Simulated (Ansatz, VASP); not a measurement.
TaN in VASP and in Ansatz

The input INCAR:

```
SYSTEM = TaN
PREC = Accurate
ENCUT = 520
EDIFF = 1E-6
ISMEAR = 0
SIGMA = 0.05
LREAL = .False.
LASPH = .True.
NELM = 150
ALGO = Normal
ISIF = 2
LWAVE = .False.
LCHARG = .True.
ISPIN = 2
MAGMOM = 2 2 -2 -2 0 0 0 0
LORBIT = 11
LMAXMIX = 4
LDAU = .True.
LDAUTYPE = 2
LDAUL = 2 -1
LDAUU = 2 0
LDAUJ = 0 0
LDAUPRINT = 1
GGA = PE
LELF = .True.
LVHAR = .True.
NBANDS = 46
```

File KPOINTS:

```
regular mesh
0
Gamma
  7 7 4
  0 0 0
```

POSCAR

```
TaN
1.0
    3.0500020400      0.0000000000      0.0000000000
   -3.0500020400      5.2827585000      0.0000000000
    0.0000000000      0.0000000000      4.9400015300
Ta N
4 4
Direct
    0.3333333333      0.3333333334      0.0000000000
    0.6666666667      0.1666666666      0.5000000000
    0.3333333333      0.8333333333      0.0000000000
    0.6666666667      0.6666666666      0.5000000000
    0.3333333333      0.3333333334      0.3850000000
    0.6666666667      0.1666666666      0.8850000000
    0.3333333333      0.8333333333      0.3850000000
    0.6666666667      0.6666666666      0.8850000000
```

Input for Ansatz:

```yaml
crystal:
  lattice:
    - [3.05000204, 0.0, 0.0]
    - [-3.05000204, 5.2827585, 0.0]
    - [0.0, 0.0, 4.94000153]
  atoms:
    - { symbol: Ta, position: [0.3333333333, 0.3333333334, 0.0], spin: 2.0 }
    - { symbol: Ta, position: [0.6666666667, 0.1666666666, 0.5], spin: 2.0 }
    - { symbol: "N", position: [0.3333333333, 0.3333333334, 0.385] }
    - { symbol: "N", position: [0.6666666667, 0.1666666666, 0.885] }
    - { symbol: Ta, position: [0.3333333333, 0.8333333333, 0.0], spin: -2.0 }
    - { symbol: Ta, position: [0.6666666667, 0.6666666666, 0.5], spin: -2.0 }
    - { symbol: "N", position: [0.3333333333, 0.8333333333, 0.385] }
    - { symbol: "N", position: [0.6666666667, 0.6666666666, 0.885] }
basis:
  ecutwfc: 420
  ecutrho_ratio: 4
kpoints:
  mp_grid: { grid: [7, 7, 4] }
hamiltonian:
  xc: pbe
  hubbard:
    sites:
      - { site: 0, l: d, u_eff: 2.0 }
      - { site: 1, l: d, u_eff: 2.0 }
      - { site: 4, l: d, u_eff: 2.0 }
      - { site: 5, l: d, u_eff: 2.0 }
scf:
  occupations: { method: gaussian, width: 0.05 }
  lower_state_search: "off"
  max_iter: 150
output:
  forces: true
  stress: true
  eigenvalues: true
  populations: true
  hubbard:
    sites:
      - { site: 0, l: d }
      - { site: 1, l: d }
      - { site: 4, l: d }
      - { site: 5, l: d }
magnetization:
  spin_polarized: true
```

Alike in both runs: task single point; functional PBE; k mesh 7 × 7 × 4; occupations gaussian, width 0.05 eV; collinear spin; Hubbard terms Ta d U = 2.0 eV.

|  | VASP | Ansatz |
| --- | --- | --- |
| version | VASP 6.6.1 | Ansatz 0.2.0 |
| potentials or method | VASP PAW PBE potentials, release 64 (Ta_pv, N) | scalar-relativistic, plane waves, PAW |
| plane-wave cutoff (eV) | 520 | 420 |
| valence electrons in the cell | 64 | 72 |

|  | VASP | Ansatz | Ansatz less VASP |
| --- | --- | --- | --- |
| gap on the k mesh at the Fermi level (eV) | none | none | - |
| rms of the force components (eV/Å) | 1.324 | 1.253 | -0.0710 |
| net moment per atom (μB) | 0.00 | 0.00 | 0.000 |

The programs project onto different local orbitals, so the same U acts differently. A gap of «none» marks a metal or a gap that the smearing closes. The two sets of potentials don't hold the same shells in valence. Ansatz warned: «filled_band_counts_differ_across_k_points».

Caveats: forces of over 1 eV/Å show positions far from the minimum, so gaps and moduli don't describe the material at rest. The runs have no spin-orbit coupling, so splittings on Ta are missing. The state reached can hang on the start; a lower one may exist.
